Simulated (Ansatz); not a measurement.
**From the elastic tensor of InSb to moduli and sound speeds**

Method: DFT PBEsol, scalar-relativistic, plane waves, PAW (Ansatz 0.2.0). Cutoff 420 eV, 12×12×12 k-points (Γ-centred), Fermi-Dirac smearing of 0.15 eV. No spin polarisation.

Symmetry: F-43m, No. 216, cubic system. Conventional cell: a = 6.520 Å, b = 6.520 Å, c = 6.520 Å, α = 90.00°, β = 90.00°, γ = 90.00°. In (site symmetry -43m) has 4 Sb at 2.82 Å as nearest neighbours. Around Sb (site symmetry -43m) lie 4 In at 2.82 Å.

In a metal, frequencies and elastic constants depend on the k mesh and the smearing, soft modes and shear constants most.

Relaxed-ion constants (GPa, on the Cartesian axes of the calculation):
C11 = 60.6, C12 = 33.5, C13 = 33.5, C22 = 60.6, C23 = 33.5, C33 = 60.6, C44 = 26.3, C55 = 26.3, C66 = 26.3 GPa; the others vanish.

Density 5.670 g/cm³; 2 atoms in 69.29 Å³.

The values that follow are for a polycrystal of randomly turned grains, by Hill's mean where one number stands.

With S = C⁻¹: B_V = (C11+C22+C33+2(C12+C13+C23))/9, G_V = (C11+C22+C33−C12−C13−C23+3(C44+C55+C66))/15, 1/B_R = S11+S22+S33+2(S12+S13+S23), 15/G_R = 4(S11+S22+S33−S12−S13−S23)+3(S44+S55+S66); Hill is their mean. Then v_l = √((B+4G/3)/ρ), v_t = √(G/ρ), v_m = [(2/v_t³+1/v_l³)/3]^(−1/3) and Θ = (ħ/k_B)·v_m·(6π²n/V)^(1/3) for n atoms in the volume V; E = 9BG/(3B+G), ν = (3B−2G)/(2(3B+G)) and A^U = 5G_V/G_R + B_V/B_R − 6.

| Item | Value |
| --- | --- |
| Bulk modulus, Voigt / Reuss / Hill | 42.5 / 42.5 / 42.5 GPa |
| Shear modulus, Voigt / Reuss / Hill | 21.2 / 19.1 / 20.2 GPa |
| Young's modulus | 52 GPa |
| Poisson ratio | 0.295 |
| Pugh ratio B/G | 2.11 (over 1.75, the rule of thumb for ductile) |
| Universal anisotropy index | 0.54 |
| Longitudinal and transverse sound speeds | 3499 and 1886 m/s |
| Debye temperature from the mean sound speed | 192 K |

The bands only touch here, so at this level the crystal is a zero-gap semiconductor or semimetal, not an ordinary metal; spin–orbit coupling, left out, can open or move such a gap.

Cost: 1 run of about 9.7 core-minutes, on Arm Neoverse V1 (shared hosts).

The crystal resists shear unevenly: C44 is nearly twice (C11 − C12)/2, so it yields most easily to tetragonal distortion and is stiffest in tension along the ⟨111⟩ bond directions. This is typical of tetrahedral networks, where stretching a bond costs much more than bending the angles between bonds. Modest stiffness combined with heavy atoms keeps the sound speeds and the Debye temperature of 192 K low.

The Pugh ratio of 2.11 shouldn't be read as ductility. InSb is brittle at room temperature, because dislocations must break and re-form directional bonds in order to glide, a barrier that elastic constants don't measure.

The touching bands also conflict with experiment, which finds a narrow direct gap. The likely cause is the semilocal functional, which places the s-like conduction state too low relative to the p-like valence states. Spin–orbit coupling would probably not restore the gap by itself, since it pushes the valence-band top upwards. The elastic results therefore give no support to a semimetallic ground state.
